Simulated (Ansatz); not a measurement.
# HfN (Pm-3m) in Ansatz: relaxation of cell and atoms with HF

Aim: the relaxation of cell and atoms of HfN with HF.

Everything below comes from runs of Ansatz 0.2.0. Logs are shortened: lines on timing, memory, paths and dates and some standing lists are left out, and cuts for length are marked.

**1. The crystal as given**

It takes space group Pm-3m (No. 221, cubic). The conventional cell has a = 2.825 Å, b = 2.825 Å, c = 2.825 Å, α = 90.00°, β = 90.00°, γ = 90.00°. Around Hf (site symmetry m-3m) lie 8 N at 2.45 Å. N (site symmetry m-3m) has 8 Hf at 2.45 Å as nearest neighbours.

The cell was built by a generator and needn't be a form met in nature.

**2. Relaxation of cell and atoms, HF**

Input file input:

```
crystal:
  lattice:
    - [2.82503, 0.0, 0.0]
    - [0.0, 2.82503, 0.0]
    - [0.0, 0.0, 2.82503]
  atoms:
    - { symbol: Hf, position: [0.5, 0.5, 0.5] }
    - { symbol: "N", position: [0.0, 0.0, 0.0] }
hamiltonian:
  xc: hf
  pseudopotentials: { kind: paw }
kpoints:
  mp_grid: { grid: [5, 5, 5] }
scf:
  occupations: { method: fermi_dirac, width: 0.05 }
output:
  forces: true
  stress: true
  eigenvalues: true
  write_density: true
  write_potential: true
  elf: true
  volumetric_format: npy
relax:
  f_tol: 0.01
  max_steps: 40
  cell: { stress_tol: 0.05 }
```

Potentials or basis: Ansatz PAW.

The log of the run:

```text
GPUs: using 1 of 1 available (devices: 1).
Engine: ansatz 0.2.0, x86_64-unknown-linux-gnu
Pseudopotentials: kind: paw
Pseudopotential: Hf, paw, valence charge 26, recommended cutoff 420 eV (normal), Hf.paw.azcp
Pseudopotential: N, paw, valence charge 5, recommended cutoff 420 eV (normal), N.paw.azcp
Functional definition: HF
  exchange = exact_x
  correlation = 0
device memory: the entry about to start is reckoned to put 0.4 GiB on a device that reports 58.7 GiB free (of which the cap on the GPU budget leaves the run 18.0 GiB)
GPU FFT provider: cuFFT
GPU libraries: cuBLAS 13.8.2, cuFFT 12.4.0, cuSOLVER 12.3.4
Crystal: 2 atoms, lattice volume = 22.546 Å³
Basis set: ecut = 420 eV, 461 PW (Γ)
Bands: 20, of which v1, the nominal top of the filled ones, is band 16 counted from 1 (15 counted from 0)
Symmetry: 48 space group operations
Space group: Pm-3m (ITA 221), of the structure as read, at distance tolerance 2.8e-5 Å
k-points: 10 of 125
Non-local potential: Hf, projectors of the file, l = 0: 3, l = 1: 2, l = 2: 2, l = 3: 3
Non-local potential: N, projectors of the file, l = 0: 2, l = 1: 2, l = 2: 1
PAW form: soft (Blöchl's): semilocal exchange-correlation on the pseudo side does not see the compensation charge
PAW frozen core: Hf, regenerated for the run's functional, and the local potential with it (the file was generated under x = pbe(κ = 0.804, μ = 0.2195149727645171), c = pbe(β = 0.06672455060314922))
PAW frozen core: N, regenerated for the run's functional, and the local potential with it (the file was generated under x = pbe(κ = 0.804, μ = 0.2195149727645171), c = pbe(β = 0.06672455060314922))
PAW one-centre angular grid: Hf, 590 points (default); XC on 64 Gauss nodes
PAW one-centre angular grid: N, 110 points (default); XC on 64 Gauss nodes
Initial density: superposition of atomic densities (neutral atoms: chi_scale 0, normalization atom), corrected by the library's trained network
Initial wavefunctions: pseudopotential atomic-orbital guess
GPU buffer pool allocated for 8000 grid points (all kernels)
GPU transforms: local potential and band sums: pruned to the plane-wave sphere, on 20×20×20
Functional: x = pbe(κ = 0.804, μ = 0.2195149727645171), c = none, warm-up for x = 0 pbe(κ = 0.804, μ = 0.2195149727645171) + 1 exact, c = none
SCF iter   1: F=—  HF=-15981.669325 eV  |F-HF|=—  |Δ(HF+E_count)|=         —  Δρ=3.25e-2  dr2=2.83e-1  ethr=1.77e-3  ⟨swp⟩=5.0  Hψ=726  notcnv=0
preconditioner: auto → none  [insulator: Δε(μ)=0.913 eV  Ē_g=18.480 eV  σ=0.050 eV  W_gap=0.92  n_scr=6 (ndim 8)  ℏωp=42.1 eV  f_vac=0.000  D(μ)=0.15/eV (n_scr^D=0)]
SCF iter   2: F=—  HF=-15981.612174 eV  |F-HF|=—  |Δ(HF+E_count)|=   5.72e-2  Δρ=9.70e-3  dr2=3.00e-2  ethr=9.14e-4  ⟨swp⟩=3.1  Hψ=436  notcnv=0
iter 3 solved again at ethr=2.01e-6 eV; its pass at ethr=9.66e-5 eV (dr2=6.25e-4 eV) is discarded
SCF iter   3: F=—  HF=-15981.606398 eV  |F-HF|=—  |Δ(HF+E_count)|=   5.78e-3  Δρ=1.64e-3  dr2=5.99e-4  ethr=2.01e-6  ⟨swp⟩=3.4  Hψ=920  notcnv=0
[... 370 lines left out ...]
hybrid outer 4: dexx = +2.040e-11 eV, tail = 5.33e-12 eV, Δε = 1.27e-5 eV (about 4.10e-6 eV left of the loop's levels)
relax step   4: F+E_penalty+E_count = -15974.28397721 eV  Δ(F+E_penalty+E_count) = -6.518e-4 eV  max|allowed force component| = 1.103e-24 eV/Å  Δτ_max = 0.0000 Å  P = +0.020 GPa  Ω = 22.717 Å³  stress off target by 2.04e-2 GPa  SCF on the basis re-selected at this cell (its energy is not comparable with the rows above)  (24 SCF iters)
basis re-selected at this cell: Δ(F+E_penalty+E_count) = -6.518e-4 eV, ΔP = +0.039 GPa vs the last step (what re-selecting the basis moved, of the pressure what is left beyond the Pulay correction that the steps carried, after the strain that the cell walked since its last selection, with what the two solves' SCF thresholds leave and, on support functions, any second-order correction that the steps lacked; it is no measure of the basis error at this ecutwfc). This SCF's stress stands 2.04e-2 GPa from its target on what of the cell is left free (relax.cell.stress_tol is 5.00e-2 GPa) and its largest allowed force component is 1.10e-24 eV/Å (relax.f_tol is 1.00e-2 eV/Å): within both
hybrid SCF converged: 4 outer / 24 inner (+0 warm-up), last move |dexx| = 2.04e-11 eV, tail = 5.33e-12 eV
Stability not checked: this state was not tested for a lower state beside it, because the functional holds exact exchange (a hybrid, or Hartree-Fock), whose exchange loop this test does not read (fock_operator; see scf.lower_state_search)
Free energy (F): -15974.283977 eV
Frozen-core exchange: fock
Harris-Foulkes:  -15974.283977 eV  (|F-HF|=3.64e-12)
Internal energy: -15974.282600 eV  (E = F + TS)
E sigma→0 (E₀):  -15974.283288 eV
Entropy (-TS):   -0.001377 eV (-0.689 meV/atom)
Fermi energy:    26.633871 eV
--- Per-component energies (eV) ---
  E_band       = -137.978012
  E_kinetic    = 542.374112
  E_local      = -4645.326498  (includes V_loc(G=0)·N_el)
  E_nonlocal   = -1262.848349
  E_hartree    = 2203.048188
  E_xc         = 0.000000
  E_vxc        = 0.000000  (∫ρ·V_xc dr)
  E_exx        = -569.562088  (= α·E_x^exact, valence–valence)
  E_paw        = -6659.659236  (= ΣΔE_a)
  E_vpaw       = 1960.850427  (= ΣTr[D̂ρ^β])
  E_aug_tail   = 0.000088  (compensation charges beyond the density's cutoff)
  E_ewald      = -5586.265343
  E_core_change = 3.956526  (= ΣΔE_core)
  E_smearing   = -0.001377  (= −TS)
  E_closure    = -0.000000  (closes the sum)
  Σ components = -15974.283977   (vs F -15974.283977, Δ=0.00e0)
--- Forces (eV/Å), atoms counted from 1 ---
  atom   1  Hf     0.00000000    -0.00000000    -0.00000000
  atom   2  N     -0.00000000     0.00000000    -0.00000000
  max |Σ_I F_I| component: 1.04e-24 eV/Å
--- Stress (GPa, compression-positive) ---
        0.020430       0.000000      -0.000000
        0.000000       0.020430       0.000000
       -0.000000       0.000000       0.020430
  P = ⅓ Tr σ = 0.0204 GPa (0.204 kbar)
--- Band table (eV; the first three rows and the last of 10) ---
  k-point 0: bands = ["-53.3089", "-15.8347", "-15.8347", "-15.8347", "-3.5403", "-3.5403", "-3.5403", "-3.5345", "-3.4804", "-3.4804", "-3.4804", "-1.8845", "19.3163", "19.3163", "19.3163", "20.1199", "20.1199", "32.6941", "36.1268", "36.1268"]
  k-point 1: bands = ["-53.2599", "-16.6019", "-15.7692", "-15.7692", "-3.5476", "-3.5388", "-3.5325", "-3.5301", "-3.5301", "-3.4693", "-3.4693", "-0.9115", "15.0491", "18.6212", "18.6212", "20.3653", "26.7538", "35.0131", "36.4269", "36.4269"]
  k-point 2: bands = ["-53.1829", "-17.6556", "-15.6603", "-15.6603", "-3.6037", "-3.5597", "-3.5461", "-3.5183", "-3.5183", "-3.4461", "-3.4461", "0.9120", "11.1376", "17.5490", "17.5490", "21.1391", "33.5943", "37.0444", "37.2819", "37.2819"]
  k-point 9: bands = ["-52.9456", "-17.0107", "-16.9530", "-16.9530", "-3.6668", "-3.5277", "-3.5263", "-3.5263", "-3.4924", "-3.4924", "-3.4892", "1.9364", "12.4873", "12.4873", "13.7506", "34.1327", "34.7534", "34.7534", "38.2371", "38.2371"]
--- Relaxed structure (3 steps of the walk, 3 accepted, 1 SCFs on fresh bases) ---
  F+E_penalty+E_count = -15974.28397721 eV   max|allowed force component| = 1.103e-24 eV/Å   (the final SCF, on the basis selected at the relaxed cell)
  cell:  # Å, volume = 22.7173 Å³
    - [2.8321680910114932, 1.6049416203226964e-34, 6.419766481290786e-35]
    - [1.6049416203226964e-34, 2.8321680910114932, -3.209883240645393e-35]
    - [6.419766481290786e-35, -3.209883240645393e-35, 2.8321680910114932]
  atoms:
    - { symbol: Hf, position: [0.5, 0.5, 0.5] }
    - { symbol: N, position: [5.283468518564754e-34, 1.1362297889376303e-35, -5.6811489446933194e-36] }
```

rho_z.tsv:

```text
# z_ang	rho[e/angstrom^3]
# format = ansatz-planar-average/11
# lattice	2.832168091	0.000000000	0.000000000
# lattice	0.000000000	2.832168091	-0.000000000
# lattice	0.000000000	-0.000000000	2.832168091
# sites	2
# site	72	1.416084046	1.416084046	1.416084046
# site	7	0.000000000	0.000000000	-0.000000000
0.000000	7.453830e-1
0.141608	7.247165e-1
0.283217	6.646497e-1
0.424825	5.913867e-1
0.566434	5.738066e-1
0.708042	7.033972e-1
[... 12 lines left out ...]
2.548951	6.646497e-1
2.690560	7.247165e-1
```

Wall time 33 s (1 × NVIDIA H100 80GB HBM3 with 2 threads of AMD EPYC 7R13 (Zen 3), shared host); peak memory 1.7 GiB.

Results:

```
Free energy                            : -15974.2840 eV
Relaxed volume                         : 11.36 Å³/atom
Relaxed cell                           : a = 2.832 Å, b = 2.832 Å, c = 2.832 Å, α = 90.00°, β = 90.00°, γ = 90.00°
Space group after relaxing (to 0.05 Å) : Pm-3m (No. 221)
Energy gained by relaxing              : 0.5 meV/atom
Ionic steps                            : 4
Pressure after relaxing                : 0.0 GPa
Band gap on the k mesh                 : none (metal or under the smearing width)
```

Step by step:
```csv
step,energy change (eV),largest force (eV/Å),volume (Å³)
1,0.0000,0.0000,22.55
2,0.0011,0.0000,22.86
3,-0.0003,0.0000,22.72
4,-0.0010,0.0000,22.72
```

Final structure:
```xyz
2
Lattice="2.8322 0.0000 0.0000 0.0000 2.8322 0.0000 0.0000 0.0000 2.8322" Properties=species:S:1:pos:R:3 pbc="T T T"
Hf    1.4161    1.4161    1.4161
N     0.0000    0.0000    0.0000
```

Caveat: the k mesh is coarse (spacing up to 0.44 Å⁻¹), so the values aren't converged, least of all with exact exchange; the plane-wave basis is chosen anew once the cell has moved, so the energies of steps on either side of that aren't comparable; the pressure holds a Pulay correction of +0.7 GPa for the finite cutoff; the PAW data sets come from PBE, with cores solved anew for the run's functional, which leaves a small shift of forces and pressure.
